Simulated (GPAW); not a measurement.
# Sb (R-3m) in GPAW: a series of runs

The runs below take Sb through band structure, with PBEsol.

All numbers are computed with GPAW 26.7.0; they aren't measurements. Logs are shortened: lines on timing, memory, paths and dates and some standing lists are left out, and cuts for length are marked. The log counts tension as positive stress, the text compression.

## 1. The crystal as given

Symmetry: R-3m, No. 166, trigonal system. Conventional cell: a = 4.308 Å, b = 4.308 Å, c = 11.274 Å, α = 90.00°, β = 90.00°, γ = 120.00°. Sb (site symmetry 3m) has 3 Sb at 2.91 Å as nearest neighbours.

## 2. Band structure, PBEsol

Input file run.py:

```python
from ase import Atoms
from ase.dft.bandgap import bandgap
from ase.io import write
from ase.units import GPa
from gpaw import GPAW, PW, setup_paths

setup_paths.insert(0, '.')

atoms = Atoms(['Sb', 'Sb'],
              cell=[[2.1542, 1.2437279499, 3.758],
                    [-2.1542, 1.2437279499, 3.758],
                    [0.0, -2.4874558998, 3.758]],
              scaled_positions=[[0.76651, 0.76651, 0.76651],
                                [0.23349, 0.23349, 0.23349]],
              pbc=True)

calc = GPAW(mode=PW(600),
            xc='PBEsol',
            kpts={'size': (8, 8, 8), 'gamma': True},
            occupations={'name': 'fermi-dirac', 'width': 0.05},
            nbands=25,
            convergence={'density': 1e-05, 'energy': 1e-05},
            maxiter=150,
            txt='gpaw.txt')
atoms.calc = calc
energy = atoms.get_potential_energy()
forces = atoms.get_forces()
stress = atoms.get_stress()
calc.write('gs.gpw')
write('result.traj', atoms)
print(f'Energy: {energy:.6f} eV')
print('Forces (eV/A):')
print(forces.round(4))
print('Stress (GPa):', (stress / GPa).round(3))
print('Fermi level:', round(calc.get_fermi_level(), 4), 'eV')
print(f'Gap: {bandgap(calc)[0]:.4f} eV, direct: {bandgap(calc, direct=True)[0]:.4f} eV')

path = atoms.cell.bandpath('GLB1,BZGX,QFP1Z,LP', npoints=60, eps=1e-4)
bs_calc = calc.fixed_density(kpts=path, symmetry='off', nbands=40,
                             convergence={'bands': 'CBM+6.0', 'eigenstates': 1e-6}, txt='bands.txt')
bs = bs_calc.band_structure()
bs.write('bs.json')
print(f'Gap on the path: {bandgap(bs_calc)[0]:.4f} eV')
```

Potentials or basis: PAW data sets generated in the run's folder for this functional, pw.

Run with:

```
> gpaw-setup -f PBEsol Sb
> OMP_NUM_THREADS=1 python run.py
```

gpaw.txt:

```text
__  _  _
 | _ |_)|_||  |
 |__||  | ||/\| - 26.7.0

Input parameters:
  mode=PW(ecut=600.0),
  convergence={'density': 1e-05, 'energy': 1e-05},
  kpts=MonkhorstPack(size=(8, 8, 8), gamma=True),
  maxiter=150,
  nbands=25,
  occupations=Occupations(name='fermi-dirac', width=0.05),
  xc=XC(name='PBEsol')

Diagonalizing LCAO Hamiltonian
Converting LCAO to pw mode

       Sb

       Sb

Atoms  # Å, Bohr magnetons
|   | symbol |         x |         y |        z |    initial magnetic moments |
|---|--------|-----------|-----------|----------|-----------------------------|
| 0 |     Sb |  0.000000 | -0.000000 | 8.641634 | ( 0.0000,  0.0000,  0.0000) |
| 1 |     Sb | -0.000000 | -0.000000 | 2.632366 | ( 0.0000,  0.0000,  0.0000) |

Unit cell  # Å
| periodic |         x |         y |        z |  lengths |    angles |
|----------|-----------|-----------|----------|----------|-----------|
|      yes |  2.154200 |  1.243728 | 3.758000 | 4.506662 | 57.110173 |
|      yes | -2.154200 |  1.243728 | 3.758000 | 4.506662 | 57.110173 |
|      yes |  0.000000 | -2.487456 | 3.758000 | 4.506662 | 57.110173 |

Number of symmetries: 12
Symmetry operations  # r_c * U_cc + t_c -> r_c
|    | kind |            matrix            |
|----|------|------------------------------|
|  0 |  E   |  1, 0, 0,  0, 1, 0,  0, 0, 1 |
|  1 |  σ   |  1, 0, 0,  0, 0, 1,  0, 1, 0 |
|  2 |  σ   |  0, 1, 0,  1, 0, 0,  0, 0, 1 |
|  3 |  C3  |  0, 1, 0,  0, 0, 1,  1, 0, 0 |
|  4 |  C3  |  0, 0, 1,  1, 0, 0,  0, 1, 0 |
|  5 |  σ   |  0, 0, 1,  0, 1, 0,  1, 0, 0 |
|  6 |  C2  |  0, 0,-1,  0,-1, 0, -1, 0, 0 |
|  7 |  S6  |  0, 0,-1, -1, 0, 0,  0,-1, 0 |
|  8 |  S6  |  0,-1, 0,  0, 0,-1, -1, 0, 0 |
|  9 |  C2  |  0,-1, 0, -1, 0, 0,  0, 0,-1 |
| 10 |  C2  | -1, 0, 0,  0, 0,-1,  0,-1, 0 |
| 11 |  i   | -1, 0, 0,  0,-1, 0,  0, 0,-1 |

BZ-sampling:
  Number of BZ points: 512
  Number of IBZ points: 65

  Monkhorst-Pack size: [8, 8, 8]
  Monkhorst-Pack shift: [0.0625, 0.0625, 0.0625]

K-points  # in reciprocal-cell coordinates
|     |                                coordinates |     weight |
|-----|--------------------------------------------|------------|
|   0 | (  0.00000000,   0.00000000,   0.00000000) | 0.00195312 |
|   1 | (  0.12500000,   0.00000000,  -0.12500000) | 0.01171875 |
|   2 | (  0.12500000,   0.00000000,   0.00000000) | 0.01171875 |
|   3 | (  0.12500000,   0.12500000,  -0.12500000) | 0.01171875 |
|   4 | (  0.12500000,   0.12500000,   0.00000000) | 0.01171875 |
|   5 | (  0.12500000,   0.12500000,   0.12500000) | 0.00390625 |
|   6 | (  0.25000000,  -0.12500000,  -0.12500000) | 0.01171875 |
|   7 | (  0.25000000,   0.00000000,  -0.25000000) | 0.01171875 |
|   8 | (  0.25000000,   0.00000000,  -0.12500000) | 0.02343750 |
|   9 | (  0.25000000,   0.00000000,   0.00000000) | 0.01171875 |
| ... |                                            |            |
|  64 | (  0.50000000,   0.50000000,   0.50000000) | 0.00195312 |

Plane wave coefficients: 2032
Cutoff: 600.0 eV

Spin-components: 1 (collinear spins)
Bands:           25
Projectors:      12
Spin-degeneracy: 2
Datatype:        complex128

Parallelization:
  kpt:    1
  domain: 1
  band:   1

Density:
  Valence electrons: 30.0
  Components: 1
  Grid points: [27 27 27]
  Charge: 0.0  # |e|

Potential:
  Grid points: [27 27 27]

species:
  Sb:
    name:    Antimony
    Z:       51.0
    valence: 15
    core:    36
    charge:  0.0  # [|e|]
    compensation charges:
      type: gauss
      rc: 0.36  # [Å]
      lmax: 2
    cutoffs:
      filter: 2.23  # [Å]
      core: 2.23  # [Å]
    projectors
    | kind |    occ | energy [eV] | rcut [Å] |
    |------|--------|-------------|----------|
    |   5s |  2.000 |     -12.861 |    1.154 |
    |   5p |  3.000 |      -4.846 |    1.233 |
    |   4d | 10.000 |     -33.456 |    1.196 |
    |    s |        |      14.351 |    1.154 |
    |    p |        |      22.365 |    1.233 |
    |    d |        |      -6.245 |    1.196 |

    Using partial waves for Sb as LCAO basis

Reference energy: -352409.566924  # eV

eigensolver:
  PPCG
  Converge bands: occupied
  niter=2

density mixing:
  MSR1-Mixer
  Pratt-step length: 0.05
  Maximum mixing coefficient: 0.75
  Old densities: 10
  SVD Regularization: 0.005
  Good broyden scale: 1.0
  Trust region scale: 1.0
  Backstep threshold: 4.0
  History deletion threshold: 6.0
  Fourier metric: weight=20.0, sigma=0.015

occupation numbers:
  Fermi-Dirac:
    width: 0.0500  # eV

poisson solver:
  ecut: 4800.0  # eV

xc functional:
  name: PBEsol with 2 nearest neighbor stencil

convergence criteria:
- Maximum integral of absolute [dens]ity change: 1e-05 electrons / valence electron
- Maximum [total energy] change in last 3 cyles: 1e-05 eV / valence electron
- Maximum integral of absolute [eigenst]ate change: 4e-08 eV^2 / valence electron
maximum number of iterations: 150

SCF iterations
|iter     | |      energy | eigst |  dens |
|---------|-|-------------|-------|-------|
|iter:   1| |   -9.684786 | +0.41 |       |
|iter:   2| |   -9.690915 | -1.95 | -1.69 |
|iter:   3| |   -9.678655 | -2.79 | -1.71 |
|iter:   4| |   -9.678653 | -3.40 | -2.23 |
|iter:   5| |   -9.678806c| -4.57 | -2.98 |
|iter:   6| |   -9.678835c| -5.73 | -3.44 |
|iter:   7| |   -9.678836c| -7.03 | -4.29 |
|iter:   8| |   -9.678836c| -7.50c| -4.82 |
|iter:   9| |   -9.678836c| -7.84c| -5.90c|

Converged in 9 steps
Energy contributions relative to reference atoms: (reference = -352409.566924)

Energy contributions:
  Kinetic:          -0.781037
  Coulomb:          -0.703233
  Zero:              0.337417
  External:          0.000000
  Xc:               -8.530561
  Entropy:          -0.002840
  Spinorbit:         0.000000
  ----------------------------
  Free energy:      -9.680256
  Extrapolated:     -9.678836

dipole moment: (0.000000, 0.000000, -0.000002)  # |e|*Ang

Fermi level: 6.848
Eigenvalues  # (at kpt = [0.000, 0.000, 0.000])
| band index |      eig [eV] | occ [0-2] |
|------------|---------------|-----------|
|          0 |       -22.597 |     2.000 |
|        ... |               |           |
|          7 |       -22.392 |     2.000 |
|          8 |       -22.315 |     2.000 |
|          9 |       -22.315 |     2.000 |
|         10 |        -5.937 |     2.000 |
|         11 |         1.955 |     2.000 |
|         12 |         4.717 |     2.000 |
[... 8 lines left out ...]
|         21 |        13.293 |     0.000 |
|         22 |        13.831 |     0.000 |
|        ... |               |           |
|         24 |        14.396 |     0.000 |

No gap
No difference between direct/indirect transitions

Forces  # eV/Ang
|       x |        y |        z |
|---------|----------|----------|
| 0.00000 | -0.00000 | -0.08559 |  # Sb   0
| 0.00000 |  0.00000 |  0.08559 |  # Sb   1

Stress tensor  # eV/Ang^3
|         x |        y |         z |
|-----------|----------|-----------|
|  0.000712 | 0.000000 | -0.000000 |
| -0.000000 | 0.000712 |  0.000000 |
| -0.000000 | 0.000000 |  0.003969 |

# Writing to gs.gpw (mode='')
```

stdout:

```text
Energy: -9.678836 eV
Forces (eV/A):
[[ 0.     -0.     -0.0856]
 [ 0.      0.      0.0856]]
Stress (GPa): [ 0.114  0.114  0.636  0.    -0.     0.   ]
Fermi level: 6.8483 eV
Gap: 0.0000 eV, direct: 0.0000 eV
Gap on the path: 0.0000 eV
```

It took 2.3 min on 1 thread of Arm Neoverse V1, shared host; peak memory 0.34 GiB.

Results:

| Property | Result |
| --- | --- |
| Free energy | -9.6803 eV |
| Pressure | -0.3 GPa |
| Largest force | 0.086 eV/Å |
| Band gap along the path | none (metal or under the smearing width) |

Forces in eV/Å, atoms in the order of the input:
```
Sb   0.000  0.000 -0.086
Sb   0.000  0.000  0.086
```

Levels at the corners of the path, in eV from the Fermi level:
```tsv
point	band 13	band 14	band 15	band 16	band 17	band 18
Γ	-2.13	-1.86	-1.86	2.00	2.62	2.62
L	-2.00	-1.89	-0.36	-0.31	0.09	0.42
B1	-5.07	-4.92	-0.80	0.61	4.50	4.57
B	-5.07	-4.92	-0.80	0.61	4.50	4.57
Z	-1.38	-1.38	-0.58	0.06	0.06	1.03
Γ	-2.13	-1.86	-1.86	2.00	2.62	2.62
X	-5.38	-3.25	-3.00	2.73	3.11	4.05
Q	-5.38	-3.25	-3.00	2.73	3.11	4.05
F	-5.51	-3.82	-3.73	1.42	4.86	5.43
P1	-5.43	-3.28	-2.80	2.36	3.12	4.50
Z	-1.38	-1.38	-0.58	0.06	0.06	1.03
L	-2.00	-1.89	-0.36	-0.31	0.09	0.42
P	-5.43	-3.28	-2.80	2.36	3.12	4.50
```

Caveat: spin-orbit coupling is left out, which moves the levels of the heavy elements.

## 3. Band structure, PBEsol, spin-orbit coupling, no magnetisation

Edit run.py of step 2 so:

```diff
@@ -1 +1,2 @@
+import numpy as np
 from ase import Atoms
@@ -5,2 +6,3 @@
 from gpaw import GPAW, PW, setup_paths
+from gpaw.spinorbit import soc_eigenstates
 
@@ -43 +45,7 @@
 print(f'Gap on the path: {bandgap(bs_calc)[0]:.4f} eV')
+
+soc = soc_eigenstates(bs_calc, theta=90, phi=0)
+np.savetxt('soc_bands.dat', soc.eigenvalues(), fmt='%.4f')
+mesh = soc_eigenstates('gs.gpw', theta=90, phi=0)
+np.savetxt('soc_mesh.dat', mesh.eigenvalues(), fmt='%.4f')
+print('Fermi level with spin-orbit coupling:', round(mesh.fermi_level, 4), 'eV')
```

Potentials or basis: PAW data sets generated in the run's folder for this functional, pw.

Run with:

```
> gpaw-setup -f PBEsol Sb
> OMP_NUM_THREADS=1 python run.py
```

Wall time 2.4 min (1 thread of Arm Neoverse V1, shared host); peak memory 0.41 GiB.

Results (log left out):

* Free energy: -9.6803 eV
* Pressure: -0.3 GPa
* Largest force: 0.086 eV/Å
* Band gap along the path: none (metal or under the smearing width)

Forces on the atoms (eV/Å):
```
Sb   0.000  0.000 -0.086
Sb   0.000  0.000  0.086
```

Stress tensor (GPa, compression positive):
```
-0.11  0.00  0.00
 0.00 -0.11  0.00
 0.00  0.00 -0.64
```

Levels at the corners of the path, in eV from the Fermi level:
| point | band 28 | band 29 | band 30 | band 31 | band 32 | band 33 |
| --- | --- | --- | --- | --- | --- | --- |
| Γ | -1.69 | -1.51 | -1.51 | 1.77 | 1.77 | 2.61 |
| L | -1.89 | -0.32 | -0.32 | -0.26 | -0.26 | 0.22 |
| B1 | -4.87 | -0.76 | -0.76 | 0.65 | 0.65 | 4.48 |
| B | -4.87 | -0.76 | -0.76 | 0.65 | 0.65 | 4.48 |
| Z | -1.05 | -0.65 | -0.65 | -0.01 | -0.01 | 0.34 |
| Γ | -1.69 | -1.51 | -1.51 | 1.77 | 1.77 | 2.61 |
| X | -3.31 | -2.85 | -2.85 | 2.63 | 2.63 | 3.30 |
| Q | -3.31 | -2.85 | -2.85 | 2.63 | 2.63 | 3.30 |
| F | -3.97 | -3.49 | -3.49 | 1.47 | 1.47 | 4.71 |
| P1 | -3.32 | -2.68 | -2.68 | 2.36 | 2.36 | 3.18 |
| Z | -1.05 | -0.65 | -0.65 | -0.01 | -0.01 | 0.34 |
| L | -1.89 | -0.32 | -0.32 | -0.26 | -0.26 | 0.22 |
| P | -3.32 | -2.68 | -2.68 | 2.36 | 2.36 | 3.18 |

Caveat: spin-orbit coupling was added after a scalar SCF, so levels and gaps hold it while energy, forces, pressure and moments don't; this program's spin-orbit splittings come out too wide for heavy elements.
